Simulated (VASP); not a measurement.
AlN: single point with PBE+D3(BJ)

**Experimental background.**

From “Structural and optical properties of self-assembled AlN nanowires grown on SiO2/Si substrates by molecular beam epitaxy”, 2024, arxiv:2402.00216, for a bulk crystal of AlN at 0 K: band gap 6.0343 eV (an exciton energy, a little under the gap).

AlN:

```
Al N
1.0
     3.10942    0.00000    0.00000
    -1.55471    2.69283    0.00000
     0.00000    0.00000    4.97878
Al N
2 2
Direct
  0.33333 0.66667 0.00156
  0.66667 0.33333 0.50156
  0.33333 0.66667 0.38344
  0.66667 0.33333 0.88344
```

```json
{
  "Program": "VASP 6.6.1",
  "Task": "single point",
  "Functional": "PBE",
  "Dispersion": "D3(BJ)",
  "Potentials or basis": "VASP PAW PBE potentials, release 64 (Al, N)",
  "Cutoff": "520 eV",
  "k mesh": "12 × 12 × 6",
  "Occupations": "gaussian, width 0.02 eV",
  "Spin": "no spin polarisation",
  "Dipole correction": "no",
  "Further INCAR settings": "ALGO = Normal; EDIFF = 1e-07; NBANDS = 16"
}
```

```json
{
  "Pressure": "-0.3 GPa",
  "Band gap on the k mesh": "4.22 eV, direct",
  "Dispersion energy per atom": "-0.269 eV"
}
```

Levels at points of the mesh, in eV from the valence-band top:
| k point | band 6 | band 7 | band 8 | band 9 | band 10 | band 11 |
| --- | --- | --- | --- | --- | --- | --- |
| (0.00, 0.00, 0.00) | -0.22 | -0.22 | 0.00 | 4.22 | 6.67 | 10.63 |
| (0.50, 0.00, 0.00) | -2.10 | -1.78 | -0.70 | 5.81 | 5.82 | 8.20 |
| (0.00, 0.00, 0.50) | -0.56 | -0.56 | -0.56 | 6.48 | 6.48 | 10.33 |
| (0.50, 0.00, 0.50) | -1.47 | -1.37 | -1.37 | 5.31 | 5.31 | 9.26 |

Run time: 23 s on 1 thread of Intel(R) Xeon(R) Platinum 8488C (Sapphire Rapids) (shared host), peak memory 0.19 GiB.

Measured gap of AlN: 6.0343 eV (an exciton energy, a little under the gap; 0 K; quoted in “Structural and optical properties of self-assembled AlN nanowires grown on SiO2/Si substrates by molecular beam epitaxy”, 2024, arxiv:2402.00216). This calculation gives 4.22 eV (-1.81 eV). 2 values of this kind are on record (6.034 to 6.0343 eV); this one was drawn at random. The value is that of PBE+D3(BJ) on a finite k mesh, which can miss the band edges, without temperature or zero-point motion. Semilocal functionals fall short of measured gaps as a rule.
